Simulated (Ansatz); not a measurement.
# SiNi3: the cost of one run

Method: DFT PBE, scalar-relativistic, plane waves, PAW, in Ansatz 0.2.0.

1 further run of the same task is left out (set aside as unsound or not needed). Runs told in other sessions of the task aren't counted.

## (1) Starting point

Symmetry: Pm-3m, No. 221, cubic system. The conventional cell has a = 3.506 Å, b = 3.506 Å, c = 3.506 Å, α = 90.00°, β = 90.00°, γ = 90.00°. Around Si (site symmetry m-3m) lie 12 Ni at 2.48 Å. Ni (site symmetry 4/mmm) has 4 Si at 2.48 Å and 8 Ni at 2.48 Å in its first shell of neighbours.

Structure file:

```xyz
4
Lattice="3.5063 0.0000 0.0000 0.0000 3.5063 0.0000 0.0000 0.0000 3.5063" Properties=species:S:1:pos:R:3 pbc="T T T"
Si    0.0000    0.0000    0.0000
Ni    0.0000    1.7532    1.7532
Ni    1.7532    0.0000    1.7532
Ni    1.7532    1.7532    0.0000
```

The cell was relaxed beforehand at this level, from a generated guess; it needn't be the stable form of this composition. At a tolerance of 0.05 Å it has space group Pm-3m (No. 221); it has 10.78 Å³/atom, an uncorrected energy of -0.46 eV/atom over the elements.

## (2) Static run: bands, density of states and charges

The input, input.yaml:

```yaml
crystal:
  lattice:
    - [3.5063093255, 0.0, 0.0]
    - [0.0, 3.5063093255, 0.0]
    - [0.0, 0.0, 3.5063093255]
  atoms:
    - { symbol: Si, position: [0.0, 0.0, 0.0] }
    - { symbol: Ni, position: [0.0, 0.5, 0.5] }
    - { symbol: Ni, position: [0.5, 0.0, 0.5] }
    - { symbol: Ni, position: [0.5, 0.5, 0.0] }
basis:
  ecutwfc: 420
kpoints:
  mp_grid: { grid: [14, 14, 14] }
  band_path:
    path:
      - [[0.0, 0.0, 0.0], [0.0, 0.5, 0.0], [0.5, 0.5, 0.0], [0.0, 0.0, 0.0], [0.5, 0.5, 0.5], [0.0, 0.5, 0.0]]
      - [[0.5, 0.5, 0.5], [0.5, 0.5, 0.0]]
    npoints: 14
hamiltonian:
  xc: pbe
scf:
  occupations: { method: gaussian, width: 0.1 }
  n_extra_bands: 10
output:
  forces: true
  stress: true
  eigenvalues: true
  populations: true
  dos: { projected: true, de: 0.02, nscf_kmesh: { grid: [17, 17, 17] } }
  bader: true
  write_density: true
  write_potential: true
  elf: true
  volumetric_format: npy
```

Run with:

```sh
$ ansatz run input.yaml --threads 1 --pin off --max-ram 2560MiB --backend cpu --events-out ev --progress --plain --runs-dir out
```

What time and memory should one allow on 1 thread of Intel Xeon at 2.50GHz (Skylake/Cascade Lake), shared host?

About 91 s, with a peak of 0.47 GiB.
